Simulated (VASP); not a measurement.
# PtS2 (P-3m1) in VASP: a series of runs

One crystal, PtS2, is run at these levels: HSE06; tasks: single point.

All numbers are computed with VASP 6.6.1; they aren't measurements. Logs are shortened: lines on timing, memory, paths and dates and some standing lists are left out, and cuts for length are marked.

## (1) Starting point

The structure is trigonal, space group P-3m1 (No. 164). Conventional cell: a = 3.543 Å, b = 3.543 Å, c = 5.039 Å, α = 90.00°, β = 90.00°, γ = 120.00°. Pt (site symmetry -3m) is surrounded by 6 S at 2.34 Å. Around S (site symmetry 3m) lie 3 Pt at 2.34 Å.

## (2) Single point, HSE06

POSCAR

```
PtS2
1.0
    3.5432000000      0.0000000000      0.0000000000
   -1.7716000000      3.0685012107      0.0000000000
    0.0000000000      0.0000000000      5.0388000000
Pt S
1 2
Direct
    0.0000000000      0.0000000000      0.0000000000
    0.6666666667      0.3333333333      0.7730000000
    0.3333333333      0.6666666667      0.2270000000
```

INCAR.step1

```
SYSTEM = PtS2
PREC = Accurate
ENCUT = 400
EDIFF = 1E-5
ISMEAR = 0
SIGMA = 0.01
LREAL = .False.
LASPH = .True.
NELM = 100
ALGO = Normal
ISIF = 2
LWAVE = .True.
LCHARG = .False.
NBANDS = 19
NKRED = 1
GGA = PE
```

INCAR.step2

```
SYSTEM = PtS2
PREC = Accurate
ENCUT = 400
EDIFF = 1E-6
ISMEAR = 0
SIGMA = 0.01
LREAL = .False.
LASPH = .True.
NELM = 100
ALGO = Normal
ISIF = 2
LWAVE = .False.
LCHARG = .False.
GGA = PE
LHFCALC = .True.
HFSCREEN = 0.2
PRECFOCK = Medium
NBANDS = 19
NKRED = 1
ISTART = 1
```

KPOINTS

```
Automatic mesh
0
Gamma
  4 4 3
  0 0 0
```

Potentials or basis: VASP PAW PBE potentials, release 64 (Pt, S).

The run is started by

```sh
> cat potpaw_PBE.64/Pt/POTCAR potpaw_PBE.64/S/POTCAR > POTCAR
> cp INCAR.step1 INCAR
> mpirun -np 1 vasp_std > vasp.out
> cp INCAR.step2 INCAR
> mpirun -np 1 vasp_std > vasp.out
```

OUTCAR:

```text
SYSTEM = PtS2
   PREC = Accurate
   ENCUT = 400
   EDIFF = 1E-6
   ISMEAR = 0
   LREAL = .False.
   LASPH = .True.
   NELM = 100
   ISIF = 2
   GGA = PE
   LHFCALC = .True.
   HFSCREEN = 0.2
   PRECFOCK = Medium
   NKRED = 1
   ISTART = 1

 Found      9 irreducible k-points:

 Following reciprocal coordinates:
            Coordinates               Weight
  0.000000  0.000000  0.000000      1.000000
  0.250000 -0.000000  0.000000      6.000000
  0.500000 -0.000000  0.000000      3.000000
  0.250000  0.250000  0.000000      6.000000
  0.000000  0.000000  0.333333      2.000000
  0.250000 -0.000000  0.333333      6.000000
   k-points           NKPTS =      9   k-points in BZ     NKDIM =     48   number of bands    NBANDS=     19
   number of dos      NEDOS =    301   number of ions     NIONS =      3
   total plane-waves  NPLWV =  20736
   dimension x,y,z NGX =    24 NGY =   24 NGZ =   36
   dimension x,y,z NGXF=    48 NGYF=   48 NGZF=   72
   ions per type =               1   2
   NGX,Y,Z   is equivalent  to a cutoff of  11.26, 11.26, 11.88 a.u.
   NGXF,Y,Z  is equivalent  to a cutoff of  22.52, 22.52, 23.76 a.u.
 SYSTEM =  PtS2
   PREC   = accura    normal or accurate (medium, high low for compatibility)
   ISTART =      1    job   : 0-new  1-cont  2-samecut
   ICHARG =      0    charge: 1-file 2-atom 10-const
   ISPIN  =      1    spin polarized calculation?
   LNONCOLLINEAR =      F non collinear calculations
   LSORBIT =      F    spin-orbit coupling
   LASPH  =      T    aspherical Exc in radial PAW
   ENCUT  =  400.0 eV  29.40 Ry    5.42 a.u.   5.78  5.78  8.22*2*pi/ulx,y,z
   NELM   =    100;   NELMIN=  2; NELMDL=  0     # of ELM steps
   EDIFF  = 0.1E-05   stopping-criterion for ELM
   LREAL  =      F    real-space projection
   EDIFFG = 0.1E-04   stopping-criterion for IOM
   NSW    =      0    number of steps for IOM
   IBRION =     -1    ionic relax: 0-MD 1-quasi-New 2-CG
   NFREE  =      0    steps in history (QN), initial steepest desc. (CG)
   ISIF   =      2    stress and relaxation
   ISYM   =      3    0-nonsym 1-usesym 2-fastsym
   POTIM  = 0.5000    time-step for ionic-motion
   TEBEG  =    0.0;   TEEND  =   0.0 temperature during run
   PSTRESS=    0.0 pullay stress
   NELECT =      22.0000    total number of electrons
   NUPDOWN=      -1.0000    fix difference up-down
   EMIN   =  10.00;   EMAX   =-10.00  energy-range for DOS
   EFERMI =   0.00;   METHOD = LEGACY
   ISMEAR =     0;   SIGMA  =   0.01  broadening in eV -4-tet -1-fermi 0-gaus
   EFERMI_NEDOS =   21; number of points for ismear=-14 and -15
   IALGO  =     38    algorithm
   IMIX   =      1    mixing-type and parameters
     AMIX     =   0.40;   BMIX     =  1.00
     AMIX_MAG =   1.60;   BMIX_MAG =  1.00
  volume/ion in A,a.u.               =      18.26       123.23
  Fermi-wavevector in a.u.,A,eV,Ry     =   1.207812  2.282434 19.848315  1.458810
  Thomas-Fermi vector in A             =   2.343439
   LORBIT       =      0    0 simple, 1 ext, 2 COOP (PROOUT), +10 PAW based schemes
   GGA     = PE    functional components
   LHFCALC =     T    Hartree Fock is set to
   PRECFOCK=medium    Normal, Fast or Accurate (Low or Medium for compatibility)
   ENCUT4O =  -1.0   cutoff for four orbital integrals eV
   NKREDX  =     1    reduce k-point grid by
   NKREDY  =     1    reduce k-point grid by
   NKREDZ  =     1    reduce k-point grid by
   AEXX    =    0.2500 exact exchange contribution
   HFSCREEN=    0.2000 screening length (either q_TF or 0.3 A-1)
   HFSCREENC=   0.2000 screening length for correlation (either q_TF or 0.3 A-1)
   ENCUTFOCK=  -1.0 apply spherical cutoff to Coloumb kernel
   IVDW    =     0    specifies the selected vdW correction
   LEPSILON=     F    determine dielectric tensor
   LRPA    =     F    only Hartree local field effects (RPA)
 non-spin polarized calculation
 Gauss-broadening in eV      SIGMA  =   0.01
  energy-cutoff  :      400.00
  volume of cell :       54.78
 maximum number of plane-waves:      1008
 NGX is ok and might be reduce to    24

 number of electron      21.9999993 magnetization

 Free energy of the ion-electron system (eV)
  ---------------------------------------------------
  ext. energy  EPLUGINS =         0.00000000
  ---------------------------------------------------
  free energy    TOTEN  =       -18.64181868 eV

  energy without entropy =      -18.64181868  energy(sigma->0) =      -18.64181868

 E-fermi :   6.3148     XC(G=0):  -8.7145

 val. band max:        6.2164328702   @ k =   0.0000   0.0000   0.0000
 cond. band min:       7.7569044573   @ k =   0.0000   0.2500   0.3333
 fundamental gap:      1.5404715871
 Fermi energy:         6.3147704783

 k-point     1 :       0.0000    0.0000    0.0000
  band No.  band energies     occupation
      1     -10.9129      2.00000
      2      -7.3657      2.00000
      3      -1.6001      2.00000
      4      -1.5343      2.00000
      5      -1.5343      2.00000
      6       1.4368      2.00000
      7       1.4368      2.00000
      8       3.8688      2.00000
      9       5.0326      2.00000
     10       5.0326      2.00000
     11       6.2164      2.00000
     12       9.4278      0.00000
     13       9.4278      0.00000
     14      11.8204      0.00000
     15      13.0842      0.00000
     16      15.2501      0.00000
     17      15.2501      0.00000
     18      19.6055      0.00000
     19      20.2825      0.00000

 k-point     2 :       0.2500   -0.0000    0.0000
  band No.  band energies     occupation
      1     -10.0590      2.00000
      2      -7.8429      2.00000
      3      -1.1616      2.00000
      4      -0.9745      2.00000
      5      -0.6233      2.00000
      6       0.4271      2.00000
      7       1.0934      2.00000
      8       2.6432      2.00000
      9       4.2488      2.00000
     10       4.4566      2.00000
     11       5.5310      2.00000
     12       8.4552      0.00000
     13       9.3783      0.00000
     14      12.7601      0.00000
     15      15.1320      0.00000
     16      15.9685      0.00000
     17      16.4328      0.00000
     18      16.7382      0.00000
     19      18.0148      0.00000

 k-point     3 :       0.5000   -0.0000    0.0000
  band No.  band energies     occupation
      1      -8.7188      2.00000
      2      -8.4335      2.00000
      3      -2.1702      2.00000
      4      -0.5774      2.00000
      5       0.2248      2.00000
      6       1.4149      2.00000
      7       2.0452      2.00000
      8       2.1929      2.00000
      9       2.4941      2.00000
     10       2.9414      2.00000
     11       3.4872      2.00000
     12       8.7666      0.00000
     13       9.9258      0.00000
     14      12.7504      0.00000
     15      13.7581      0.00000
     16      15.5868      0.00000
     17      15.7066      0.00000
     18      18.5161      0.00000
     19      19.4560      0.00000

 k-point     4 :       0.2500    0.2500    0.0000
  band No.  band energies     occupation
      1      -8.8682      2.00000
      2      -8.2762      2.00000
      3      -1.2700      2.00000
      4      -0.8213      2.00000
      5      -0.3424      2.00000
      6       0.4964      2.00000
      7       1.1160      2.00000
      8       2.1171      2.00000
      9       3.1407      2.00000
     10       3.4096      2.00000
     11       5.2262      2.00000
     12       7.9508      0.00000
     13       8.7616      0.00000
     14      13.1259      0.00000
     15      15.2551      0.00000
     16      15.6589      0.00000
     17      16.9597      0.00000
     18      17.2262      0.00000
     19      18.2485      0.00000

 k-point     5 :       0.0000    0.0000    0.3333
  band No.  band energies     occupation
      1     -10.6877      2.00000
      2      -7.9531      2.00000
      3      -1.5170      2.00000
      4      -1.5170      2.00000
      5      -0.6582      2.00000
      6       1.4170      2.00000
      7       1.4170      2.00000
      8       3.7108      2.00000
      9       4.8850      2.00000
     10       4.8850      2.00000
     11       5.2516      2.00000
     12       9.8271      0.00000
     13       9.8271      0.00000
     14      12.3113      0.00000
     15      14.3786      0.00000
     16      14.9906      0.00000
     17      14.9906      0.00000
     18      17.4989      0.00000
     19      18.9125      0.00000

 k-point     6 :       0.2500   -0.0000    0.3333
  band No.  band energies     occupation
      1      -9.8313      2.00000
      2      -8.2092      2.00000
      3      -1.4176      2.00000
      4      -0.9569      2.00000
      5      -0.2813      2.00000
      6       0.6704      2.00000
      7       1.0381      2.00000
      8       2.8583      2.00000
      9       4.4821      2.00000
     10       4.4952      2.00000
     11       4.8190      2.00000
     12       8.4815      0.00000
     13       9.3767      0.00000
     14      13.1364      0.00000
     15      14.6662      0.00000
     16      15.5427      0.00000
     17      16.8470      0.00000
     18      17.1869      0.00000
     19      18.0720      0.00000

 [... further k-points ...]

------------------------ aborting loop because EDIFF is reached ----------------------------------------

  FORCE on cell =-STRESS in cart. coord.  units (eV):
  Direction    XX          YY          ZZ          XY          YZ          ZX
  --------------------------------------------------------------------------------------
  -------------------------------------------------------------------------------------
  Total        2.0252633      2.0252633      2.3909652      0.0000000      0.0000000      0.0000000
  in kB       59.2301699     59.2301699     69.9253658      0.0000000      0.0000000      0.0000000
  external PRESSURE =      62.7952352 kB  Pullay stress =       0.0000000 kB

 VOLUME and BASIS-vectors are now :
 -----------------------------------------------------------------------------
  energy-cutoff  :      400.00
  volume of cell :       54.78
      direct lattice vectors                 reciprocal lattice vectors
     3.543200000  0.000000000  0.000000000     0.282230752  0.162946001  0.000000000
    -1.771600000  3.068501211  0.000000000     0.000000000  0.325892001  0.000000000
     0.000000000  0.000000000  5.038800000     0.000000000  0.000000000  0.198459951

 POSITION                                       TOTAL-FORCE (eV/Angst)
 -----------------------------------------------------------------------------------
      0.00000      0.00000      0.00000        -0.000000      0.000000      0.000000
      1.77160      1.02283      3.89499         0.000000      0.000000     -0.889390
     -0.00000      2.04567      1.14381        -0.000000      0.000000      0.889390
 -----------------------------------------------------------------------------------
    total drift:                                0.000004      0.000011     -0.000027

  FREE ENERGIE OF THE ION-ELECTRON SYSTEM (eV)
  ---------------------------------------------------
  free  energy   TOTEN  =       -18.6418186826 eV

  energy  without entropy=      -18.6418186826  energy(sigma->0) =      -18.64181868
```

Wall time 6 min (1 thread of AMD EPYC 9R45 (Zen 5), shared host); peak memory 0.24 GiB.

The run converged, but some of its settings lie outside the range that counts as converged, so its numbers aren't taken as properties of the crystal.

Results:

* Free energy: -18.6418 eV
* Pressure: 6.3 GPa
* Largest force: 0.889 eV/Å
* Band gap on the k mesh: 1.54 eV, indirect (least direct gap 1.91 eV)

Caveat: the k mesh is coarse (spacing up to 0.51 Å⁻¹), so the values aren't converged, least of all with exact exchange; the PAW data sets were made with another functional, which shifts forces and pressure a little; spin-orbit coupling is left out, which moves the levels of the heavy elements; an odd mesh through Γ misses points on the zone boundary, where band edges often lie.

(Continued in part 2 of 2.)
